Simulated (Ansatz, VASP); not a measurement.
# One calculation of HfB2 (mix), two programs

```
Hf B
1.0
     3.14506    0.00000    0.00000
    -1.57253    2.72371    0.00000
     0.00000    0.00000    3.48730
Hf B
1 2
Direct
  0.00000 0.00000 0.00000
  0.33333 0.66667 0.50000
  0.66667 0.33333 0.50000
```

Alike in both runs: functional PBE; k mesh 15 × 15 × 12; occupations gaussian, width 0.1 eV; no spin polarisation.

Ansatz relaxed the structure, and its values are those at the end. VASP's run is a single point on that final structure, the one shown.

|  | VASP | Ansatz |
| --- | --- | --- |
| version | VASP 6.6.1 | Ansatz 0.2.0 |
| potentials or method | VASP PAW PBE potentials, release 64 (Hf_pv, B) | scalar-relativistic, plane waves, PAW |
| plane-wave cutoff (eV) | 520 | 420 |
| valence electrons in the cell | 16 | 32 |

|  | VASP | Ansatz | Ansatz less VASP |
| --- | --- | --- | --- |
| gap on the k mesh at the Fermi level (eV) | none | none | - |
| pressure (GPa) | -0.4 | 0.0 | +0.38 |

A gap of «none» marks a metal or a gap that the smearing closes. The functional is the same, so the differences come from potentials, cutoffs and numerics. The two sets of potentials don't hold the same shells in valence.

Spin-orbit coupling is left out, which matters for the levels of Hf.
